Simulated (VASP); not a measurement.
# MoH2 (Fm-3m) in VASP: density of states with PBE

Aim: the density of states of MoH2 with PBE.

Everything below comes from runs of VASP 6.6.1. Logs are shortened: lines on timing, memory, paths and dates and some standing lists are left out, and cuts for length are marked.

## (1) The crystal as given

It takes space group Fm-3m (No. 225, cubic). Conventional cell: a = 4.619 Å, b = 4.619 Å, c = 4.619 Å, α = 90.00°, β = 90.00°, γ = 90.00°. Mo (site symmetry m-3m) has 8 H at 2.00 Å as nearest neighbours. H (site symmetry -43m) has 4 Mo at 2.00 Å as nearest neighbours.

The cell was built by a generator and needn't be a form met in nature.

## (2) Density of states, PBE

Input file POSCAR:

```
MoH2
1.0
    0.0000000000      2.3093600000      2.3093600000
    2.3093600000      0.0000000000      2.3093600000
    2.3093600000      2.3093600000      0.0000000000
Mo H
1 2
Direct
    0.0000000000      0.0000000000      0.0000000000
    0.2500000000      0.2500000000      0.2500000000
    0.7500000000      0.7500000000      0.7500000000
```

Input file INCAR.step1:

```
ALGO = Normal ; EDIFF = 1E-6
ENCUT = 520 ; GGA = PE
ISIF = 2 ; ISMEAR = -1
LASPH = T ; LCHARG = T
LMAXMIX = 4 ; LREAL = F
LWAVE = F ; NBANDS = 15
NELM = 60 ; PREC = Accurate
SIGMA = 0.0102
```

Input file KPOINTS.step1:

```
k-points
0
Gamma
  10 10 10
```

Input file INCAR.step2:

```
ALGO = Normal ; EDIFF = 1E-6
ENCUT = 520 ; GGA = PE
ICHARG = 11 ; ISIF = 2
ISMEAR = -5 ; LASPH = T
LCHARG = F ; LMAXMIX = 4
LORBIT = 11 ; LREAL = F
LWAVE = F ; NEDOS = 1001
NELM = 60 ; PREC = Accurate
SIGMA = 0.0102
```

Input file KPOINTS.step2:

```
k-points
0
Gamma
  15 15 15
```

Potentials or basis: VASP PAW PBE potentials, release 64 (Mo_sv, H).

Started as:

```
cat potpaw_PBE.64/Mo_sv/POTCAR potpaw_PBE.64/H/POTCAR > POTCAR
cp INCAR.step1 INCAR
cp KPOINTS.step1 KPOINTS
mpirun -np 1 vasp_std > vasp.out
cp INCAR.step2 INCAR
cp KPOINTS.step2 KPOINTS
mpirun -np 1 vasp_std > vasp.out
```

OUTCAR:

```text
EDIFF = 1E-6
   ENCUT = 520
   GGA = PE
   ICHARG = 11
   ISIF = 2
   ISMEAR = -5
   LASPH = T
   LORBIT = 11
   LREAL = F
   NELM = 60
   PREC = Accurate

 ion  position               nearest neighbor table
   1  0.000  0.000  0.000-   3 2.00   3 2.00   3 2.00   2 2.00   3 2.00   2 2.00   2 2.00   2 2.00

   2  0.250  0.250  0.250-   1 2.00   1 2.00   1 2.00   1 2.00
   3  0.750  0.750  0.750-   1 2.00   1 2.00   1 2.00   1 2.00

  LATTYP: Found a face centered cubic cell.
 ALAT       =     4.6187200000

  Lattice vectors:

 A1 = (   0.0000000000,   2.3093600000,   2.3093600000)
 A2 = (   2.3093600000,   0.0000000000,   2.3093600000)
 A3 = (   2.3093600000,   2.3093600000,   0.0000000000)

Analysis of symmetry for initial positions (statically):
=====================================================================
 Subroutine PRICEL returns:
 Original cell was already a primitive cell.

 Routine SETGRP: Setting up the symmetry group for a
 face centered cubic supercell.

 Subroutine GETGRP returns: Found 48 space group operations
 (whereof 48 operations were pure point group operations)
 out of a pool of 48 trial point group operations.

The static configuration has the point symmetry O_h .

Analysis of symmetry for dynamics (positions and initial velocities):
=====================================================================
 Subroutine PRICEL returns:
 Original cell was already a primitive cell.

 Routine SETGRP: Setting up the symmetry group for a
 face centered cubic supercell.

 Subroutine GETGRP returns: Found 48 space group operations
 (whereof 48 operations were pure point group operations)
 out of a pool of 48 trial point group operations.

The dynamic configuration has the point symmetry O_h .

 Subroutine INISYM returns: Found 48 space group operations
 (whereof 48 operations are pure point group operations),
 and found     1 'primitive' translations

----------------------------------------------------------------------------------------

                                     Primitive cell

  volume of cell :      24.6323

  direct lattice vectors                    reciprocal lattice vectors
     0.000000000  2.309360000  2.309360000    -0.216510202  0.216510202  0.216510202
     2.309360000  0.000000000  2.309360000     0.216510202 -0.216510202  0.216510202
     2.309360000  2.309360000  0.000000000     0.216510202  0.216510202 -0.216510202

  length of vectors
     3.265928232  3.265928232  3.265928232     0.375006670  0.375006670  0.375006670

[... 105 lines left out ...]
  volume/ion in A,a.u.               =       8.21        55.41
  Fermi-wavevector in a.u.,A,eV,Ry     =   1.417794  2.679242 27.349619  2.010140
  Thomas-Fermi vector in A             =   2.538987
   LORBIT       =     11    0 simple, 1 ext, 2 COOP (PROOUT), +10 PAW based schemes
   GGA     = PE    functional components
   LHFCALC =     F    Hartree Fock is set to
   AEXX    =    0.0000 exact exchange contribution
   IVDW    =     0    specifies the selected vdW correction
   LEPSILON=     F    determine dielectric tensor
   LRPA    =     F    only Hartree local field effects (RPA)
 non-spin polarized calculation
 Fermi weights with tetrahedron method with Bloechl corrections
  energy-cutoff  :      520.00
  volume of cell :       24.63
 maximum number of plane-waves:       680

 number of electron      16.0000002 magnetization

 Free energy of the ion-electron system (eV)
  ---------------------------------------------------
  ext. energy  EPLUGINS =         0.00000000
  ---------------------------------------------------
  free energy    TOTEN  =       -17.26204863 eV

  energy without entropy =      -17.26204863  energy(sigma->0) =      -17.26204863

 E-fermi :   8.3320     XC(G=0): -11.8912

 val. band max:        8.3322799127   @ k =   0.1333   0.0667   0.0000
 cond. band min:       8.3091452368   @ k =  -0.2667   0.2667   0.0000
 fundamental gap:     -0.0231346758
 Fermi energy:         8.3320023123

 k-point     1 :       0.0000    0.0000    0.0000
  band No.  band energies     occupation
      1     -53.0541      2.00000
      2     -26.9524      2.00000
      3     -26.9524      2.00000
      4     -26.9524      2.00000
      5      -2.0527      2.00000
      6       6.5704      2.00000
      7       6.5704      2.00000
      8       6.5704      2.00000
      9       7.7332      2.33421
     10       8.6308      0.00000
     11       8.6308      0.00000
     12      21.0052      0.00000
[... 331 lines left out ...]
 k-point    24 :       0.2000    0.1333    0.0000
  band No.  band energies     occupation
      1     -53.0400      2.00000
      2     -27.0579      2.00000
      3     -26.9843      2.00000
      4     -26.9819      2.00000
      5      -1.1128      2.00000
      6       3.8575      2.00000
      7       7.0579      2.00000
      8       7.0871      2.00000
      9       7.8540      2.00000
     10       8.8877      0.00000
     11      11.3492      0.00000
     12      18.2486      0.00000

 [... further k-points ...]

------------------------ aborting loop because EDIFF is reached ----------------------------------------

  FORCE on cell =-STRESS in cart. coord.  units (eV):
  Direction    XX          YY          ZZ          XY          YZ          ZX
  --------------------------------------------------------------------------------------
  -------------------------------------------------------------------------------------
  Total       -3.2968352     -3.2968352     -3.2968352     -0.0000000      0.0000000     -0.0000000
  in kB     -214.4385746   -214.4385746   -214.4385746     -0.0000000      0.0000000     -0.0000000
  external PRESSURE =    -214.4385746 kB  Pullay stress =       0.0000000 kB

 VOLUME and BASIS-vectors are now :
 -----------------------------------------------------------------------------
  energy-cutoff  :      520.00
  volume of cell :       24.63
      direct lattice vectors                 reciprocal lattice vectors
     0.000000000  2.309360000  2.309360000    -0.216510202  0.216510202  0.216510202
     2.309360000  0.000000000  2.309360000     0.216510202 -0.216510202  0.216510202
     2.309360000  2.309360000  0.000000000     0.216510202  0.216510202 -0.216510202

 POSITION                                       TOTAL-FORCE (eV/Angst)
 -----------------------------------------------------------------------------------
      0.00000      0.00000      0.00000         0.000000      0.000000     -0.000000
      1.15468      1.15468      1.15468        -0.000000      0.000000     -0.000000
      3.46404      3.46404      3.46404        -0.000000     -0.000000      0.000000
 -----------------------------------------------------------------------------------
    total drift:                               -0.000000      0.000000      0.000000

  FREE ENERGIE OF THE ION-ELECTRON SYSTEM (eV)
  ---------------------------------------------------
  free  energy   TOTEN  =       -17.2620486326 eV

  energy  without entropy=      -17.2620486326  energy(sigma->0) =      -17.26204863

 total charge

# of ion       s       p       d       tot
------------------------------------------
    1        2.208   6.130   3.898  12.236
    2        0.530   0.026   0.000   0.556
    3        0.530   0.026   0.000   0.556
--------------------------------------------------
tot          3.267   6.182   3.898  13.347
```

OSZICAR.step1:

```text
N       E                     dE             d eps       ncg     rms          rms(c)
DAV:   1     0.973432552798E+02    0.97343E+02   -0.85635E+03  1418   0.106E+03
DAV:   2    -0.170516394385E+02   -0.11439E+03   -0.10943E+03  1802   0.295E+02
DAV:   3    -0.186755981406E+02   -0.16240E+01   -0.16191E+01  1522   0.346E+01
DAV:   4    -0.186797192988E+02   -0.41212E-02   -0.41211E-02  1641   0.210E+00
DAV:   5    -0.186797517837E+02   -0.32485E-04   -0.32484E-04  1550   0.164E-01    0.167E+01
DAV:   6    -0.173203418489E+02    0.13594E+01   -0.19816E+00  1431   0.143E+01    0.393E+00
DAV:   7    -0.172557671385E+02    0.64575E-01   -0.14188E-01  1585   0.287E+00    0.123E+00
DAV:   8    -0.172504980622E+02    0.52691E-02   -0.13959E-02  1424   0.128E+00    0.290E-01
DAV:   9    -0.172507306339E+02   -0.23257E-03   -0.32255E-04  1648   0.191E-01    0.809E-02
DAV:  10    -0.172507761017E+02   -0.45468E-04   -0.28313E-05  1466   0.469E-02    0.764E-03
DAV:  11    -0.172507764814E+02   -0.37967E-06   -0.84809E-07  1297   0.868E-03
   1 F= -.17250776E+02 E0= -.17249988E+02  d E =-.157621E-02
```

Wall time 20 s (1 thread of Intel Xeon 6975P-C (Granite Rapids), shared host); peak memory 0.14 GiB.

What came out:

```yaml
Valence_electrons_inside_the_program's_atomic_spheres: Mo 12.24; H 0.56
```

States per cell in windows of 1 eV (zero at the Fermi level; states under -8 eV left out):
| from (eV) | total | Mo1_d | H2_s | H3_s | Mo1_s | Mo1_p | H2_p |
| --- | --- | --- | --- | --- | --- | --- | --- |
| -8.0 | 0.83 | 0.16 | 0.11 | 0.11 | 0.08 | 0.03 | 0.00 |
| -7.0 | 1.19 | 0.36 | 0.16 | 0.16 | 0.03 | 0.05 | 0.00 |
| -6.0 | 1.33 | 0.33 | 0.18 | 0.18 | 0.01 | 0.09 | 0.00 |
| -5.0 | 0.14 | 0.06 | 0.02 | 0.02 | 0.00 | 0.00 | 0.00 |
| -4.0 | 0.44 | 0.24 | 0.01 | 0.01 | 0.01 | 0.01 | 0.00 |
| -3.0 | 0.89 | 0.56 | 0.00 | 0.00 | 0.00 | 0.01 | 0.00 |
| -2.0 | 1.27 | 0.99 | 0.00 | 0.00 | 0.00 | 0.01 | 0.01 |
| -1.0 | 1.37 | 1.11 | 0.00 | 0.00 | 0.00 | 0.01 | 0.01 |
| 0.0 | 1.70 | 1.46 | 0.00 | 0.00 | 0.00 | 0.01 | 0.01 |
| 1.0 | 1.66 | 1.48 | 0.01 | 0.01 | 0.01 | 0.01 | 0.00 |
| 2.0 | 0.69 | 0.50 | 0.02 | 0.02 | 0.02 | 0.02 | 0.00 |
| 3.0 | 0.35 | 0.19 | 0.02 | 0.02 | 0.02 | 0.01 | 0.00 |
| 4.0 | 1.01 | 0.53 | 0.05 | 0.05 | 0.13 | 0.03 | 0.01 |
| 5.0 | 0.62 | 0.28 | 0.04 | 0.04 | 0.07 | 0.02 | 0.01 |
| 6.0 | 0.71 | 0.17 | 0.03 | 0.03 | 0.16 | 0.04 | 0.01 |
| 7.0 | 0.76 | 0.15 | 0.03 | 0.03 | 0.13 | 0.05 | 0.01 |

Caveat: tetrahedron occupations give inexact forces and stress in metals.
